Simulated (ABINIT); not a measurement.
## Ti: relaxation of cell and atoms with PBE

The system is Ti.

```
Ti
1.0
     2.95000    0.00000    0.00000
    -1.47500    2.55477    0.00000
     0.00000    0.00000    4.68000
Ti
2
Direct
  0.66667 0.33333 0.75000
  0.33333 0.66667 0.25000
```

```yaml
Program: ABINIT 10.8.3 (patched build)
Task: relaxation of cell and atoms
Functional: PBE
Potentials_or_basis: JTH PAW PBE v2.0
Cutoff: 408 eV
k_mesh: 10 × 10 × 6
Occupations: fermi-dirac, width 0.05 eV
Spin: no spin polarisation
Target_pressure: 30 GPa
Cell_freedom_optcell: 2
Cutoff_smearing_ecutsm_Ha: 0.5
Optimiser_ionmov: 2
Force_stop_Ha/bohr: 0.0002
Fine-grid_cutoff: 816.342 eV
```

The relaxed volume is 14.36 Å³/atom, the relaxed cell is a = 2.754 Å, b = 2.754 Å, c = 4.373 Å, α = 90.00°, β = 90.00°, γ = 120.00° and the space group after relaxing (to 0.05 Å) is P6_3/mmc (No. 194). The energy change on relaxing (the enthalpy is what falls) is +248.3 meV/atom and the ionic steps are 8. The pressure after relaxing is 30.0 GPa, the band gap on the k mesh is none (metal or under the smearing width) and the valence electrons inside the program's atomic spheres are Ti 10.42 (radii [1.2214] Å).

The path:
```
step  energy change (eV)  largest force (eV/Å)  pressure (GPa)  volume (Å³)
   1              0.0000                0.0000           -1.23        35.27
   2              0.0900                0.0000           11.03        32.01
   3              0.5821                0.0000           33.24        28.28
   4              0.4896                0.0000           29.77        28.75
   5              0.4955                0.0000           29.99        28.72
   6              0.4968                0.0000           30.04        28.72
   7              0.4975                0.0000           30.06        28.71
   8              0.4967                0.0000           30.02        28.72
```

Final structure:
```yaml
crystal:
  lattice:
    - [2.75364, 0.00000, 0.00000]
    - [-1.37682, 2.38472, 0.00000]
    - [0.00000, 0.00000, 4.37303]
  atoms:
    - { symbol: Ti, position: [0.66667, 0.33333, 0.75000] }
    - { symbol: Ti, position: [0.33333, 0.66667, 0.25000] }
```

Levels at points of the mesh, in eV from the Fermi level:
```tsv
k point	band 8	band 9	band 10	band 11	band 12	band 13	band 14	band 15	band 16
(0.00, 0.00, 0.00)	-32.09	-6.53	-3.19	0.86	0.86	1.00	1.42	1.52	1.52
(0.50, 0.00, 0.00)	-32.22	-2.81	-2.58	-2.42	-0.31	0.50	0.81	1.47	4.24
(0.00, 0.00, 0.50)	-32.18	-4.43	-4.43	0.07	0.07	0.75	0.75	0.75	0.75
(0.50, 0.00, 0.50)	-32.38	-3.10	-3.10	-1.11	-1.11	1.98	1.98	2.12	2.12
```

Wall time 120 s on 1 thread of Arm Neoverse V2 (shared host), peak memory 0.12 GiB.

Caveat: the volume moved by over 15 % at a fixed basis, so the end points are rough.
